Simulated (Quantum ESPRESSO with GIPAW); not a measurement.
# SiO2 (Stishovite): how strain moves the 17O line

GIPAW runs (PBEsol, plane-wave PAW from pslibrary 1.0.0 recipes, cutoffs 55 and 330 Ry, one 5×5×7 mesh for all shielding runs; Quantum ESPRESSO with GIPAW, a patched development version; no spin-orbit coupling, no macroscopic shape term) on SiO2 (Stishovite), space group P4_2/mnm before straining. The cell below is strained equally along all axes, and the atoms are relaxed in pw.x at each strain, zero included.

```
Si O
1.0
     4.17730    0.00000    0.00000
     0.00000    4.17730    0.00000
     0.00000    0.00000    2.66520
Si O
2 4
Direct
  0.50000 0.50000 0.50000
  0.00000 0.00000 0.00000
  0.80551 0.19449 0.50000
  0.69449 0.69449 0.00000
  0.19449 0.80551 0.50000
  0.30551 0.30551 0.00000
```

The cell is an entry of the Crystallography Open Database.

The bonds are those of O (atom 3; bound to Si3). One row is withheld.

```csv
strain (%),mean bond (Å),σ_iso Si (ppm),σ_iso O (ppm),span O (ppm)
-2,1.7403,511.95,148.36,52.7
-1.5,1.7489,510.37,144.48,55.2
-1,1.7575,?,?,?
0,1.7746,505.31,132.12,63.3
+0.5,1.7832,503.50,127.76,66.3
+1,1.7917,501.65,123.27,69.4
+2,1.8088,497.78,113.89,75.9
```

**Task.** Fit σ_iso of O against strain, judge whether a straight line is enough, and predict the withheld row at -1 %.

1. With n = 6: Σx = 0.000, Σy = 789.88, Σx² = 11.5000, Σxy = -98.510.

2. Slope b = (nΣxy − ΣxΣy)/(nΣx² − (Σx)²) = -8.57 ppm per %, intercept a = (Σy − bΣx)/n = 131.65 ppm.

3. Residuals (run less line), in the order of the table: -0.42, -0.02, +0.47, +0.40, +0.19, -0.62 ppm. They bend in one sense; the largest is 1.8 % of the range of σ, so a line serves for most purposes and a parabola takes up the rest: σ = 132.13 − 8.615 x − 0.251 x², with residuals of 0.01 ppm or less.

4. At -1 % (inside the fitted range) the line gives 140.21 ppm and the parabola 140.49 ppm.

5. The run gives:

| strain (%) | mean bond (Å) | σ_iso Si (ppm) | σ_iso O (ppm) | span O (ppm) |
| --- | --- | --- | --- | --- |
| -1 | 1.7575 | 508.74 | 140.48 | 57.8 |

Prediction less run: the line misses by -0.27 ppm, the parabola by +0.01 ppm. By the parabola, a strain of +1 % changes σ of O by -8.87 ppm and one of −1 % by +8.36 ppm; the mean slope is -8.57 ppm per %, or 5.0 ppm for 0.01 Å of mean bond length. The shift moves the opposite way, scaled by the slope of a reference line. Over the table σ of Si goes from 511.95 to 497.78 ppm. Zero strain is the database's lattice with relaxed atoms, not this functional's rest cell, and neither cutoff nor mesh was tested for the slopes. The omitted shape term, common to all sites, changes with strain too. This build of gipaw.x prints that it is not audited and that its numbers are no references by themselves. The relaxations ran on cheaper settings and stop at small residual forces, which adds noise that small residuals can't be told from. 17O is quadrupolar, so a real line also moves with the field gradient, which is not computed here. pw.x warned of eigenvalues not converged in some cycles of these runs, which then met the threshold.

[Banner, clock, file and message-heading lines were taken out of the pw.x and gipaw.x logs.]

[Logs are printed without paths, hosts, clocks, repeated set-up lines and the standing remarks that a program may print on its own settings, such as how far it seeks lower states.]

[Hosts, paths, dates, database ids (printed as entryN), source tags and the programs' standing remarks are cut or masked in the printed files.]
